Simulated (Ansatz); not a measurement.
# Ge (Fd-3m) in Ansatz: further runs

One crystal, Ge, is run at these levels: rPW86-PBE; tasks: single point, equation of state.

All numbers are computed with Ansatz 0.2.0; they aren't measurements. Logs are shortened: lines on timing, memory, paths and dates and some standing lists are left out, and cuts for length are marked.

**1. The structure**

It takes space group Fd-3m (No. 227, cubic). The conventional cell has a = 5.658 Å, b = 5.658 Å, c = 5.658 Å, α = 90.00°, β = 90.00°, γ = 90.00°. Around Ge (site symmetry -43m) lie 4 Ge at 2.45 Å.

**2. Single point, rPW86-PBE, 21.28 Å³/atom (volume scaled by 0.94)**

input.yaml

```yaml
crystal:
  lattice:
    - [0.0, 2.7711609388, 2.7711609388]
    - [2.7711609388, 0.0, 2.7711609388]
    - [2.7711609388, 2.7711609388, 0.0]
  atoms:
    - { symbol: Ge, position: [0.75, 0.75, 0.75] }
    - { symbol: Ge, position: [0.5, 0.5, 0.5] }
hamiltonian:
  xc: { exchange: rpw86, correlation: pbe }
  pseudopotentials: { kind: paw }
kpoints:
  mp_grid: { grid: [8, 8, 8] }
scf:
  occupations: { method: fermi_dirac, width: 0.05 }
output:
  forces: true
  stress: true
  eigenvalues: true
  write_density: true
  write_potential: true
  elf: true
  volumetric_format: npy
```

Potentials or basis: Ansatz PAW.

Run with:

```sh
> ansatz run input.yaml --threads 2 --pin off --max-ram 5120MiB --backend cpu --events-out ev --progress --plain --runs-dir out
```

The program printed:

```text
Warning: RAYON_NUM_THREADS=2 ignored (pool sized by the plan → 2); use --threads N
Engine: ansatz 0.2.0, aarch64-unknown-linux-gnu
Pseudopotentials: kind: paw
Pseudopotential: Ge, paw, valence charge 14, recommended cutoff 420 eV (normal), Ge.paw.azcp
Functional definition: unnamed
  exchange = rpw86_x
  correlation = pbe_c
Crystal: 2 atoms, lattice volume = 42.561 Å³
Basis set: ecut = 420 eV, 869 PW (Γ), exchange–correlation on 54×54×54 points (8 copies of the dense FFT grid, shifted against one another)
Bands: 18, of which v1, the nominal top of the filled ones, is band 14 counted from 1 (13 counted from 0)
Symmetry: 48 space group operations
Space group: Fd-3m (ITA 227), of the structure as read, at distance tolerance 3.5e-5 Å
k-points: 29 of 512
Non-local potential: Ge, projectors of the file, l = 0: 2, l = 1: 2, l = 2: 3, l = 3: 1
PAW form: soft (Blöchl's): semilocal exchange-correlation on the pseudo side does not see the compensation charge
PAW frozen core: Ge, regenerated for the run's functional, and the local potential with it (the file was generated under x = pbe(κ = 0.804, μ = 0.2195149727645171), c = pbe(β = 0.06672455060314922))
PAW one-centre angular grid: Ge, 590 points (default); XC on 64 Gauss nodes
Initial density: superposition of atomic densities (neutral atoms: chi_scale 0, normalization atom), corrected by the library's trained network
Initial wavefunctions: pseudopotential atomic-orbital guess
Functional: x = rpw86, c = pbe(β = 0.06672455060314922)
SCF iter   1: F=—  HF=-8652.607082 eV  |F-HF|=—  |Δ(HF+E_count)|=         —  Δρ=6.31e-3  dr2=7.54e-3  ethr=1.77e-3  ⟨swp⟩=6.0  Hψ=2525  notcnv=0
preconditioner: auto → none  [insulator: Δε(μ)=0.358 eV  Ē_g=23.632 eV  σ=0.050 eV  W_gap=0.94  n_scr=14 (ndim 8)  ℏωp=30.1 eV  f_vac=0.053  D(μ)=0.02/eV (n_scr^D=0)  ε∞_Penn≈2.6]
SCF iter   2: F=—  HF=-8652.597008 eV  |F-HF|=—  |Δ(HF+E_count)|=   1.01e-2  Δρ=2.15e-3  dr2=1.34e-3  ethr=2.69e-5  ⟨swp⟩=2.0  Hψ=1075  notcnv=0
SCF iter   3: F=—  HF=-8652.596445 eV  |F-HF|=—  |Δ(HF+E_count)|=   5.63e-4  Δρ=6.29e-4  dr2=5.48e-5  ethr=4.78e-6  ⟨swp⟩=2.0  Hψ=638  notcnv=0
SCF iter   4: F=—  HF=-8652.596453 eV  |F-HF|=—  |Δ(HF+E_count)|=   7.36e-6  Δρ=1.21e-4  dr2=2.97e-6  ethr=1.96e-7  ⟨swp⟩=2.0  Hψ=864  notcnv=0
iter 5 did not close the SCF: its close was put off for the readings that it lacked (scf_convergence_deferred on its scf_iter line)
SCF iter   5: F=-8652.596453 eV  HF=-8652.596453 eV  |F-HF|=1.46e-7  |Δ(HF+E_count)|=   5.62e-7  Δρ=2.03e-5  dr2=7.21e-8  ethr=1.06e-8  ⟨swp⟩=2.0  Hψ=930  notcnv=0
SCF iter   6: F=-8652.596453 eV  HF=-8652.596453 eV  |F-HF|=5.84e-10  |Δ(HF+E_count)|=   5.87e-8  Δρ=1.05e-6  dr2=2.94e-10  ethr=2.58e-10  ⟨swp⟩=5.0  Hψ=2895  notcnv=0
SCF 1 converged in 6 iterations: F = -8652.596453 eV  dr2 = 2.94e-10
SCF converged after 6 iterations
Free energy (F): -8652.596453 eV
Harris-Foulkes:  -8652.596453 eV  (|F-HF|=5.84e-10)
Internal energy: -8652.596221 eV  (E = F + TS)
E sigma→0 (E₀):  -8652.596337 eV
Entropy (-TS):   -0.000232 eV (-0.116 meV/atom)
Fermi energy:    9.682394 eV
--- Per-component energies (eV) ---
  E_band       = -273.424165
  E_kinetic    = 226.529916
  E_local      = -4840.014183  (includes V_loc(G=0)·N_el)
  E_nonlocal   = 827.713098
  E_hartree    = 2135.802735
  E_xc         = -154.404257
  E_vxc        = -130.587278  (∫ρ·V_xc dr)
  E_paw        = -4103.328071  (= ΣΔE_a)
  E_vpaw       = -628.670700  (= ΣTr[D̂ρ^β])
  E_aug_tail   = 0.000790  (compensation charges beyond the density's cutoff)
  E_ewald      = -2743.132721
  E_core_change = -1.763528  (= ΣΔE_core)
  E_smearing   = -0.000232  (= −TS)
  E_closure    = 0.000000  (closes the sum)
  Σ components = -8652.596453   (vs F -8652.596453, Δ=0.00e0)
--- Forces (eV/Å), atoms counted from 1 ---
  atom   1  Ge     0.00000000    -0.00000000    -0.00000000
  atom   2  Ge     0.00000000     0.00000000    -0.00000000
  max |Σ_I F_I| component: 2.04e-16 eV/Å
--- Stress (GPa, compression-positive) ---
       12.478939      -0.000000      -0.000000
        0.000000      12.478939      -0.000000
        0.000000      -0.000000      12.478939
  P = ⅓ Tr σ = 12.4789 GPa (124.789 kbar)
--- Band table (eV; the first three rows and the last of 29) ---
  k-point 0: bands = ["-15.2927", "-15.2927", "-15.2927", "-15.2549", "-15.2549", "-15.0019", "-15.0019", "-15.0019", "-14.9847", "-14.9847", "-3.7600", "9.5269", "9.5269", "9.5269", "9.9518", "12.1403", "12.1403", "12.1403"]
  k-point 1: bands = ["-15.3029", "-15.3029", "-15.2898", "-15.2406", "-15.2406", "-15.0160", "-15.0160", "-15.0054", "-14.9728", "-14.9728", "-3.5591", "7.1892", "9.1674", "9.1674", "10.7847", "12.6168", "12.6168", "13.2124"]
  k-point 2: bands = ["-15.3148", "-15.3148", "-15.2829", "-15.2200", "-15.2200", "-15.0323", "-15.0323", "-15.0139", "-14.9605", "-14.9605", "-2.9750", "4.6851", "8.5854", "8.5854", "10.3678", "13.2748", "13.2748", "15.4917"]
  k-point 28: bands = ["-15.3495", "-15.3495", "-15.1839", "-15.1839", "-15.1261", "-15.1261", "-15.0867", "-15.0867", "-14.9207", "-14.9207", "0.4598", "0.4598", "5.3724", "5.3724", "14.0953", "14.0953", "14.3601", "14.3601"]
```

Wall time 0.78 s (2 threads of Arm Neoverse V2, shared host); peak memory 0.3 GiB.

What came out:

```yaml
Free_energy: -8652.5965 eV
Pressure: 12.5 GPa
Band_gap_on_the_k_mesh: 0.34 eV, indirect (least direct gap 0.42 eV)
```

Caveat: the PAW data sets come from PBE, with cores solved anew for the run's functional, which leaves a small shift of forces and pressure.

**3. Single point, rPW86-PBE, 21.73 Å³/atom (volume scaled by 0.96)**

input.yaml

```yaml
crystal:
  lattice:
    - [0.0, 2.7906767997, 2.7906767997]
    - [2.7906767997, 0.0, 2.7906767997]
    - [2.7906767997, 2.7906767997, 0.0]
  atoms:
    - { symbol: Ge, position: [0.75, 0.75, 0.75] }
    - { symbol: Ge, position: [0.5, 0.5, 0.5] }
hamiltonian:
  xc: { exchange: rpw86, correlation: pbe }
  pseudopotentials: { kind: paw }
kpoints:
  mp_grid: { grid: [8, 8, 8] }
scf:
  occupations: { method: fermi_dirac, width: 0.05 }
output:
  forces: true
  stress: true
  eigenvalues: true
```

Potentials or basis: Ansatz PAW.

Run with:

```sh
> ansatz run input.yaml --threads 2 --pin off --max-ram 5120MiB --backend cpu --events-out ev --progress --plain --runs-dir out
```

Run time: 0.64 s. Hardware: 2 threads of Arm Neoverse V2, shared host; peak memory 0.29 GiB.

The run converged. Its results:

```
Free energy            : -8652.6608 eV
Pressure               : 10.3 GPa
Band gap on the k mesh : 0.22 eV, direct
```

Caveat: the PAW data sets come from PBE, with cores solved anew for the run's functional, which leaves a small shift of forces and pressure.

**4. Single point, rPW86-PBE, 22.19 Å³/atom (volume scaled by 0.98)**

Changes to input.yaml since step 3:

```diff
@@ -2,5 +2,5 @@
   lattice:
-    - [0.0, 2.7906767997, 2.7906767997]
-    - [2.7906767997, 0.0, 2.7906767997]
-    - [2.7906767997, 2.7906767997, 0.0]
+    - [0.0, 2.8099234548, 2.8099234548]
+    - [2.8099234548, 0.0, 2.8099234548]
+    - [2.8099234548, 2.8099234548, 0.0]
   atoms:
```

Run with:

```sh
> ansatz run input.yaml --threads 2 --pin off --max-ram 5120MiB --backend cpu --events-out ev --progress --plain --runs-dir out
```

It took 0.64 s on 2 threads of Arm Neoverse V2, shared host; peak memory 0.29 GiB.

It converged, with:

```yaml
Free_energy: -8652.7139 eV
Pressure: 8.5 GPa
Band_gap_on_the_k_mesh: none (metal or under the smearing width)
```

Caveat: the PAW data sets come from PBE, with cores solved anew for the run's functional, which leaves a small shift of forces and pressure.

**5. Single point, rPW86-PBE, 22.64 Å³/atom**

Changes to input.yaml since step 4:

```diff
@@ -2,5 +2,5 @@
   lattice:
-    - [0.0, 2.8099234548, 2.8099234548]
-    - [2.8099234548, 0.0, 2.8099234548]
-    - [2.8099234548, 2.8099234548, 0.0]
+    - [0.0, 2.82891, 2.82891]
+    - [2.82891, 0.0, 2.82891]
+    - [2.82891, 2.82891, 0.0]
   atoms:
@@ -19 +19,5 @@
   eigenvalues: true
+  write_density: true
+  write_potential: true
+  elf: true
+  volumetric_format: npy
```

Run with:

```sh
> ansatz run input.yaml --threads 2 --pin off --max-ram 5120MiB --backend cpu --events-out ev --progress --plain --runs-dir out
```

It took 0.81 s on 2 threads of Arm Neoverse V2, shared host; peak memory 0.3 GiB.

It converged, with:

| Quantity | Value |
| --- | --- |
| Free energy | -8652.7571 eV |
| Pressure | 6.8 GPa |
| Band gap on the k mesh | none (metal or under the smearing width) |

Caveat: the PAW data sets come from PBE, with cores solved anew for the run's functional, which leaves a small shift of forces and pressure.

**6. Single point, rPW86-PBE, 23.09 Å³/atom (volume scaled by 1.02)**

Changes to input.yaml since step 5:

```diff
@@ -2,5 +2,5 @@
   lattice:
-    - [0.0, 2.82891, 2.82891]
-    - [2.82891, 0.0, 2.82891]
-    - [2.82891, 2.82891, 0.0]
+    - [0.0, 2.8476450493, 2.8476450493]
+    - [2.8476450493, 0.0, 2.8476450493]
+    - [2.8476450493, 2.8476450493, 0.0]
   atoms:
@@ -19,5 +19 @@
   eigenvalues: true
-  write_density: true
-  write_potential: true
-  elf: true
-  volumetric_format: npy
```

Potentials or basis: Ansatz PAW.

Run with:

```sh
> ansatz run input.yaml --threads 2 --pin off --max-ram 5120MiB --backend cpu --events-out ev --progress --plain --runs-dir out
```

It took 0.65 s on 2 threads of Arm Neoverse V2, shared host; peak memory 0.29 GiB.

The run converged. Its results:

| Quantity | Value |
| --- | --- |
| Free energy | -8652.7911 eV |
| Pressure | 5.3 GPa |
| Band gap on the k mesh | none (metal or under the smearing width) |

Caveat: the PAW data sets come from PBE, with cores solved anew for the run's functional, which leaves a small shift of forces and pressure.

**7. Single point, rPW86-PBE, 23.54 Å³/atom (volume scaled by 1.04)**

Changes to input.yaml since step 6:

```diff
@@ -2,5 +2,5 @@
   lattice:
-    - [0.0, 2.8476450493, 2.8476450493]
-    - [2.8476450493, 0.0, 2.8476450493]
-    - [2.8476450493, 2.8476450493, 0.0]
+    - [0.0, 2.8661367691, 2.8661367691]
+    - [2.8661367691, 0.0, 2.8661367691]
+    - [2.8661367691, 2.8661367691, 0.0]
   atoms:
```

Run with:

```sh
> ansatz run input.yaml --threads 2 --pin off --max-ram 5120MiB --backend cpu --events-out ev --progress --plain --runs-dir out
```

Wall time 0.64 s (2 threads of Arm Neoverse V2, shared host); peak memory 0.3 GiB.

Results (log left out):

* Free energy: -8652.8168 eV
* Pressure: 3.9 GPa
* Band gap on the k mesh: none (metal or under the smearing width)

Caveat: the PAW data sets come from PBE, with cores solved anew for the run's functional, which leaves a small shift of forces and pressure.

**8. Single point, rPW86-PBE, 24.00 Å³/atom (volume scaled by 1.06)**

Changes to input.yaml since step 7:

```diff
@@ -2,5 +2,5 @@
   lattice:
-    - [0.0, 2.8661367691, 2.8661367691]
-    - [2.8661367691, 0.0, 2.8661367691]
-    - [2.8661367691, 2.8661367691, 0.0]
+    - [0.0, 2.8843929095, 2.8843929095]
+    - [2.8843929095, 0.0, 2.8843929095]
+    - [2.8843929095, 2.8843929095, 0.0]
   atoms:
```

Run with:

```sh
> ansatz run input.yaml --threads 2 --pin off --max-ram 5120MiB --backend cpu --events-out ev --progress --plain --runs-dir out
```

It took 0.66 s on 2 threads of Arm Neoverse V2, shared host; peak memory 0.3 GiB.

The run converged. Its results:

| Item | Value |
| --- | --- |
| Free energy | -8652.8352 eV |
| Pressure | 2.6 GPa |
| Band gap on the k mesh | none (metal or under the smearing width) |

Caveat: the PAW data sets come from PBE, with cores solved anew for the run's functional, which leaves a small shift of forces and pressure.

**9. Equation of state, rPW86-PBE**

Potentials or basis: Ansatz PAW.

No new run: the results of the series are fitted here.

Results:

* Equilibrium volume: 25.12 Å³/atom (rough: see the caveat)
* Bulk modulus: 52 GPa (rough)

Energy against volume, from the lowest point:
```
volume (Å³/atom)  energy (meV/atom)
          21.281             119.38
          21.733              87.20
          22.186              60.65
          22.639              39.06
          23.092              22.06
          23.545               9.19
          23.997               0.00
```

Caveat: the potentials were made for another functional, which shifts forces and pressure; the minimum lies outside the volumes run.
